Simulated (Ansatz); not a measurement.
# Elastic constants of Ti at 18 GPa (stress–strain coefficients): input and output

Theory: DFT PBE, scalar-relativistic, plane waves, PAW (Ansatz 0.2.0).

Launched with:
```bash
ansatz run input.yaml --threads 1 --pin off --max-ram 3072MiB --backend cpu --events-out ev --progress --plain --runs-dir out
```

Input (bare energies are in eV):
```yaml
crystal:
  lattice:
    - [-1.5592066098, 1.5592066098, 1.5592066098]
    - [1.5592066098, -1.5592066098, 1.5592066098]
    - [1.5592066098, 1.5592066098, -1.5592066098]
  atoms:
    - { symbol: Ti, position: [0.0, 0.0, 0.0] }
basis:
  ecutwfc: 420
kpoints:
  mp_grid: { grid: [20, 20, 20] }
hamiltonian:
  xc: pbe
scf:
  occupations: { method: fermi_dirac, width: 0.15 }
output:
  forces: true
  stress: true
  eigenvalues: true
elastic:
  mode: relaxed_ion
  amplitude: 0.005
```

From the output:
```
--- Elastic constants: 2 strain directions × 4 members + reference (group order 48) ---
  dense FFT box of the reference and of every strained cell: 20×20×20
  strains applied: 11, 23; error gains: componentwise 1.00 (the most a stress slope's error grows in a printed constant), spectral 1.73 (1 for all six strains in a standard setting)
  C = ∂σ_k/∂η_j (tension-positive GPa; Voigt order 11 22 33 23 13 12):
       148.077    164.384    164.384     -0.000      0.000      0.000
       164.384    148.077    164.384     -0.000      0.000      0.000
       164.384    164.384    148.077     -0.000      0.000      0.000
         0.000     -0.000      0.000     41.285     -0.000      0.000
        -0.000     -0.000      0.000      0.000     41.285     -0.000
        -0.000      0.000     -0.000     -0.000     -0.000     41.285
  reference stress σ⁰ (GPa):    -18.000    -18.000    -18.000     -0.000      0.000      0.000
  C* (energy form; C + prestress term) asymmetry max|C*_kj − C*_jk| = 1.390e-16 GPa — a small one proves nothing (zero by symmetry where the batch's group is 432, −43m or m−3m); a large one is finite-difference/SCF noise where every solve ...
  moduli (Voigt/Reuss/Hill, GPa): K = 158.95/158.95/158.95   G = 21.51/-28.96/-3.73   E = -11.27   ν = 0.512
  mechanically stable: NO (min eigenvalue of sym C = -16.31 GPa)
  strain η (Voigt 11):  stress-route row diagonal C_11 = 148.08 GPa, energy-path curvature d²(F+E_count+ΔE)/dδ²/Ω₀ = 148.07 GPa
    cells at ±δ against ±2δ: C31 164.40 and 164.44 GPa, apart by 0.03 % of the column's largest entry
         δ    σ_11 (GPa) F (eV) n_scf n_hpsi n_pw
    -1.000e-2     -19.5095       -2499.5091392       7  124033    321   relax 0 steps, max|allowed force component| 0.00e0 eV/Å
    -5.000e-3     -18.7476       -2499.5181896       4  104004    321   relax 0 steps, max|allowed force component| 0.00e0 eV/Å
     5.000e-3     -17.2668       -2499.5352264       3   98717    321   relax 0 steps, max|allowed force component| 0.00e0 eV/Å
     1.000e-2     -16.5477       -2499.5432257       6  118698    321   relax 0 steps, max|allowed force component| 0.00e0 eV/Å
  strain η (Voigt 23):  stress-route row diagonal C_44 = 41.28 GPa, energy-path curvature d²(F+E_count+ΔE)/dδ²/Ω₀ = 50.29 GPa
    cells at ±δ against ±2δ: C44 41.28 and 41.26 GPa, apart by 0.05 % of the column's largest entry
         δ    σ_23 (GPa) F (eV) n_scf n_hpsi n_pw
    -1.000e-2      -0.4126       -2499.5266455       7  226396    321   relax 0 steps, max|allowed force component| 0.00e0 eV/Å
    -5.000e-3      -0.2064       -2499.5268237       4  180765    321   relax 0 steps, max|allowed force component| 0.00e0 eV/Å
     5.000e-3       0.2064       -2499.5268237       4  180272    321   relax 0 steps, max|allowed force component| 0.00e0 eV/Å
     1.000e-2       0.4126       -2499.5266455       6  200112    321   relax 0 steps, max|allowed force component| 0.00e0 eV/Å
```

The run took 72 s on 1 thread of Intel(R) Xeon(R) Platinum 8259CL CPU @ 2.50GHz (Skylake/Cascade Lake) (shared host), peak memory 0.58 GiB.

In a metal, frequencies and elastic constants depend on the k mesh and the smearing, soft modes and shear constants most. Other phases may be more stable at this pressure.

As the tensor has a negative eigenvalue, the Reuss and Hill moduli of a polycrystal, and E and ν formed from them, have no physical meaning here.

The least eigenvalue is -16.3 GPa; in a metal on this mesh the verdict on stability isn't firm within about 20 GPa or a tenth of the bulk modulus.

This bcc form isn't the element's structure at ambient conditions.